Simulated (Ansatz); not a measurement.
# ScAl₃: strain energy, fitted

ScAl₃, Pm-3m, a = 4.086 Å. The structure is a Materials Project entry; whether it is the stable form wasn't checked. Ansatz: r2SCAN, PAW, 500 eV, Γ-centred 14×14×14 mesh on 4 atoms, Gaussian smearing 0.10 eV; no spin polarisation. Series: uniaxial strain along a, with b, c and atoms relaxed; x is the strain in per cent. y is the free energy over the unstrained cell, V0 = 17.049 Å³/atom.

| x (%) | y (meV/atom) |
| --- | --- |
| -6.0 | 37.27 |
| -4.0 | 16.56 |
| -2.0 | 4.14 |
| 0.0 | 0.00 |
| 2.0 | 3.84 |
| 4.0 | 15.06 |
| 6.0 | ? |

Fit y = c2 x² + c3 x³ to the other rows, turn c2 into a modulus, and predict the missing energy.

Least squares on the rows shown. y = 0.98222 x² − 0.0092944 x³. In eV per unit strain² c2 is 9.822; this is Young's modulus along the axis (E = ½ Y V0 ε²): 2 × 9.822 × 160.2 / (17.049) = 185 GPa. The unstrained cell keeps some stress along the strain, worth a slope of -0.05 meV/atom per %, which the form leaves out. At x = 6.0 the fit asked for gives 33.35 meV/atom. The run gave 32.82 meV/atom, so the fit is 0.53 meV/atom too high, 1.4 % of the span of the series, against an rms of 0.14 meV/atom on the fitted rows. The row lies outside the fitted range. With a term in x⁴ added, a fit to the same known rows predicts 32.19 meV/atom, which misses by about as much or more on the other side: the known rows don't fix the higher terms.

Cost: 7 runs of about 20 core-minutes in all, on AMD EPYC 7R43 (Zen 3) (shared hosts).